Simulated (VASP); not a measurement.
# Pb (Pm-3m) in VASP: a series of runs, part 2 of 3

VASP 6.6.1.

### 3 Single point, RPBE

This run uses another cell than the first one, of 32.96 Å³/atom, 0.920 times its volume.

Input file INCAR:

```
  PREC = Accurate
  ENCUT = 520
  EDIFF = 1E-6
  ISMEAR = -1
  SIGMA = 0.1
  LREAL = False
  LASPH = True
  NELM = 100
  ALGO = Normal
  ISIF = 2
  LWAVE = False
  LCHARG = False
  GGA = RP
  NBANDS = 13
```

Input file KPOINTS:

```
regular mesh
0
Gamma
  11 11 11
```

Input file POSCAR:

```
Pb
1.0
    3.2063540922      0.0000000000      0.0000000000
    0.0000000000      3.2063540922      0.0000000000
    0.0000000000      0.0000000000      3.2063540922
Pb
1
Direct
    0.0000000000      0.0000000000      0.0000000000
```

Potentials or basis: VASP PAW PBE potentials, release 64 (Pb_d).

The run is started by

```
$ cat potpaw_PBE.64/Pb_d/POTCAR > POTCAR
$ mpirun -np 1 vasp_std > vasp.out
```

OUTCAR:

```text
PREC = Accurate
   ENCUT = 520
   EDIFF = 1E-6
   ISMEAR = -1
   LREAL = False
   LASPH = True
   NELM = 100
   ISIF = 2
   GGA = RP

 ion  position               nearest neighbor table
   1  0.000  0.000  0.000-

  LATTYP: Found a simple cubic cell.
 ALAT       =     3.2063540922

  Lattice vectors:

 A1 = (   3.2063540922,   0.0000000000,   0.0000000000)
 A2 = (   0.0000000000,   3.2063540922,   0.0000000000)
 A3 = (   0.0000000000,   0.0000000000,   3.2063540922)

Analysis of symmetry for initial positions (statically):
=====================================================================
 Subroutine PRICEL returns:
 Original cell was already a primitive cell.

 Routine SETGRP: Setting up the symmetry group for a
 simple cubic supercell.

 Subroutine GETGRP returns: Found 48 space group operations
 (whereof 48 operations were pure point group operations)
 out of a pool of 48 trial point group operations.

The static configuration has the point symmetry O_h .

Analysis of symmetry for dynamics (positions and initial velocities):
=====================================================================
 Subroutine PRICEL returns:
 Original cell was already a primitive cell.

 Routine SETGRP: Setting up the symmetry group for a
 simple cubic supercell.

 Subroutine GETGRP returns: Found 48 space group operations
 (whereof 48 operations were pure point group operations)
 out of a pool of 48 trial point group operations.

The dynamic configuration has the point symmetry O_h .

 Subroutine INISYM returns: Found 48 space group operations
 (whereof 48 operations are pure point group operations),
 and found     1 'primitive' translations

----------------------------------------------------------------------------------------

                                     Primitive cell

  volume of cell :      32.9636

  direct lattice vectors                    reciprocal lattice vectors
     3.206354092  0.000000000  0.000000000     0.311880713  0.000000000  0.000000000
     0.000000000  3.206354092  0.000000000     0.000000000  0.311880713  0.000000000
     0.000000000  0.000000000  3.206354092     0.000000000  0.000000000  0.311880713

  length of vectors
     3.206354092  3.206354092  3.206354092     0.311880713  0.311880713  0.311880713

  position of ions in fractional coordinates (direct lattice)
     0.000000000  0.000000000  0.000000000

  ion indices of the primitive-cell ions
   primitive index   ion index
                 1           1

----------------------------------------------------------------------------------------

 KPOINTS: regular mesh

Automatic generation of k-mesh.
 Grid dimensions read from file:
 generate k-points for:   11   11   11

 Generating k-lattice:

  Cartesian coordinates                     Fractional coordinates (reciprocal lattice)
     0.028352792  0.000000000  0.000000000     0.090909091  0.000000000  0.000000000
     0.000000000  0.028352792  0.000000000     0.000000000  0.090909091  0.000000000
     0.000000000  0.000000000  0.028352792     0.000000000  0.000000000  0.090909091

  Length of vectors
     0.028352792  0.028352792  0.028352792

  Shift w.r.t. Gamma in fractional coordinates (k-lattice)
     0.000000000  0.000000000  0.000000000

 Subroutine IBZKPT returns following result:
 ===========================================

 Found     56 irreducible k-points:

 Following reciprocal coordinates:
            Coordinates               Weight
  0.000000  0.000000  0.000000      1.000000
  0.090909  0.000000  0.000000      6.000000
  0.181818  0.000000  0.000000      6.000000
  0.272727  0.000000  0.000000      6.000000
  0.363636  0.000000  0.000000      6.000000
  0.454545  0.000000  0.000000      6.000000
[... 16 lines left out ...]
  0.181818  0.090909  0.090909     24.000000
  0.272727  0.090909  0.090909     24.000000
 [... further k-points ...]
   k-points           NKPTS =     56   k-points in BZ     NKDIM =     56   number of bands    NBANDS=     13
   number of dos      NEDOS =    301   number of ions     NIONS =      1
   total plane-waves  NPLWV =  13824
   dimension x,y,z NGX =    24 NGY =   24 NGZ =   24
   dimension x,y,z NGXF=    48 NGYF=   48 NGZF=   48
   ions per type =               1
   NGX,Y,Z   is equivalent  to a cutoff of  12.44, 12.44, 12.44 a.u.
   NGXF,Y,Z  is equivalent  to a cutoff of  24.89, 24.89, 24.89 a.u.
 SYSTEM =  unknown system
   PREC   = accura    normal or accurate (medium, high low for compatibility)
   ISTART =      0    job   : 0-new  1-cont  2-samecut
   ICHARG =      2    charge: 1-file 2-atom 10-const
   ISPIN  =      1    spin polarized calculation?
   LNONCOLLINEAR =      F non collinear calculations
   LSORBIT =      F    spin-orbit coupling
   LASPH  =      T    aspherical Exc in radial PAW
   ENCUT  =  520.0 eV  38.22 Ry    6.18 a.u.   5.96  5.96  5.96*2*pi/ulx,y,z
   NELM   =    100;   NELMIN=  2; NELMDL= -5     # of ELM steps
   EDIFF  = 0.1E-05   stopping-criterion for ELM
   LREAL  =      F    real-space projection
   EDIFFG = 0.1E-04   stopping-criterion for IOM
   NSW    =      0    number of steps for IOM
   IBRION =     -1    ionic relax: 0-MD 1-quasi-New 2-CG
   NFREE  =      0    steps in history (QN), initial steepest desc. (CG)
   ISIF   =      2    stress and relaxation
   ISYM   =      2    0-nonsym 1-usesym 2-fastsym
   POTIM  = 0.5000    time-step for ionic-motion
   TEBEG  =    0.0;   TEEND  =   0.0 temperature during run
   PSTRESS=    0.0 pullay stress
   NELECT =      14.0000    total number of electrons
   NUPDOWN=      -1.0000    fix difference up-down
   EMIN   =  10.00;   EMAX   =-10.00  energy-range for DOS
   EFERMI =   0.00;   METHOD = LEGACY
   ISMEAR =    -1;   SIGMA  =   0.10  broadening in eV -4-tet -1-fermi 0-gaus
   EFERMI_NEDOS =   21; number of points for ismear=-14 and -15
   IALGO  =     38    algorithm
   IMIX   =      4    mixing-type and parameters
     AMIX     =   0.40;   BMIX     =  1.00
     AMIX_MAG =   1.60;   BMIX_MAG =  1.00
  volume/ion in A,a.u.               =      32.96       222.45
  Fermi-wavevector in a.u.,A,eV,Ry     =   1.230569  2.325439 20.603309  1.514300
  Thomas-Fermi vector in A             =   2.365413
   LORBIT       =      0    0 simple, 1 ext, 2 COOP (PROOUT), +10 PAW based schemes
   GGA     = RP    functional components
   LHFCALC =     F    Hartree Fock is set to
   AEXX    =    0.0000 exact exchange contribution
   IVDW    =     0    specifies the selected vdW correction
   LEPSILON=     F    determine dielectric tensor
   LRPA    =     F    only Hartree local field effects (RPA)
 non-spin polarized calculation
  energy-cutoff  :      520.00
  volume of cell :       32.96
 maximum number of plane-waves:       906
 NGX is ok and might be reduce to    24
   NGX = 11   NGY = 11   NGZ = 11

 number of electron      14.0000009 magnetization

 Free energy of the ion-electron system (eV)
  ---------------------------------------------------
  ext. energy  EPLUGINS =         0.00000000
  ---------------------------------------------------
  free energy    TOTEN  =        -2.96861544 eV

  energy without entropy =       -2.94555373  energy(sigma->0) =       -2.95708459

 E-fermi :   6.2315     XC(G=0):  -9.5772

 val. band max:        6.2212580092   @ k =   0.3636   0.3636   0.2727
 cond. band min:       6.2688144714   @ k =   0.4545   0.3636   0.1818
 fundamental gap:      0.0475564622
 Fermi energy:         6.2315474363

 k-point     1 :       0.0000    0.0000    0.0000
  band No.  band energies     occupation
      1     -11.0355      2.00000
      2     -11.0355      2.00000
      3     -10.4281      2.00000
      4     -10.4281      2.00000
      5     -10.4281      2.00000
      6      -5.0656      2.00000
      7      11.3007      0.00000
      8      11.3007      0.00000
      9      11.3007      0.00000
     10      14.2570      0.00000
     11      15.6640      0.00000
     12      15.6640      0.00000
     13      24.3607      0.00000
[... 353 lines left out ...]
 k-point    24 :       0.2727    0.0909    0.0909
  band No.  band energies     occupation
      1     -10.9610      2.00000
      2     -10.7498      2.00000
      3     -10.5389      2.00000
      4     -10.5361      2.00000
      5     -10.4465      2.00000
      6      -3.7859      2.00000
      7       5.6719      1.99260
      8      10.9930      0.00000
      9      11.2015      0.00000
     10      17.1144      0.00000
     11      17.4283      0.00000
     12      19.6528      0.00000
     13      19.7159      0.00000

 [... further k-points ...]

------------------------ aborting loop because EDIFF is reached ----------------------------------------

  FORCE on cell =-STRESS in cart. coord.  units (eV):
  Direction    XX          YY          ZZ          XY          YZ          ZX
  --------------------------------------------------------------------------------------
  -------------------------------------------------------------------------------------
  Total        0.6663818      0.6663818      0.6663818     -0.0000000     -0.0000000     -0.0000000
  in kB       32.3891303     32.3891303     32.3891303     -0.0000000     -0.0000000     -0.0000000
  external PRESSURE =      32.3891303 kB  Pullay stress =       0.0000000 kB

 VOLUME and BASIS-vectors are now :
 -----------------------------------------------------------------------------
  energy-cutoff  :      520.00
  volume of cell :       32.96
      direct lattice vectors                 reciprocal lattice vectors
     3.206354092  0.000000000  0.000000000     0.311880713  0.000000000  0.000000000
     0.000000000  3.206354092  0.000000000     0.000000000  0.311880713  0.000000000
     0.000000000  0.000000000  3.206354092     0.000000000  0.000000000  0.311880713

 POSITION                                       TOTAL-FORCE (eV/Angst)
 -----------------------------------------------------------------------------------
      0.00000      0.00000      0.00000         0.000000      0.000000      0.000000
 -----------------------------------------------------------------------------------
    total drift:                                0.000000     -0.000000      0.000000

  FREE ENERGIE OF THE ION-ELECTRON SYSTEM (eV)
  ---------------------------------------------------
  free  energy   TOTEN  =        -2.9686154414 eV

  energy  without entropy=       -2.9455537301  energy(sigma->0) =       -2.95708459
```

OSZICAR:

```text
N       E                     dE             d eps       ncg     rms          rms(c)
DAV:   1     0.109801208746E+03    0.10980E+03   -0.70795E+03  1471   0.121E+03
DAV:   2     0.271444303882E+01   -0.10709E+03   -0.10407E+03  1551   0.311E+02
DAV:   3    -0.282585169523E+01   -0.55403E+01   -0.55111E+01  1794   0.768E+01
DAV:   4    -0.296513011835E+01   -0.13928E+00   -0.13925E+00  1784   0.131E+01
DAV:   5    -0.297153092641E+01   -0.64008E-02   -0.64007E-02  1960   0.258E+00    0.644E-01
DAV:   6    -0.296784896631E+01    0.36820E-02   -0.11320E-02  1887   0.182E+00    0.357E-01
DAV:   7    -0.296826655065E+01   -0.41758E-03   -0.59963E-03  1859   0.130E+00    0.107E-01
DAV:   8    -0.296862415612E+01   -0.35761E-03   -0.82450E-04  1686   0.368E-01    0.142E-02
DAV:   9    -0.296861750671E+01    0.66494E-05   -0.25409E-05  1869   0.779E-02    0.757E-03
DAV:  10    -0.296861477215E+01    0.27346E-05   -0.48997E-06  1581   0.182E-02    0.138E-03
DAV:  11    -0.296861544140E+01   -0.66924E-06   -0.14507E-07  1123   0.491E-03
   1 F= -.29686154E+01 E0= -.29570846E+01  d E =-.230617E-01
```

Wall time 12 s (1 thread of Intel Xeon Platinum 8488C (Sapphire Rapids), shared host); peak memory 0.15 GiB.

What came out:

```
Free energy            : -2.9686 eV
Pressure               : 3.2 GPa
Band gap on the k mesh : none (metal or under the smearing width)
```

Caveat: the PAW data sets were made with another functional, which shifts forces and pressure a little.

[end of part 2 of 3]
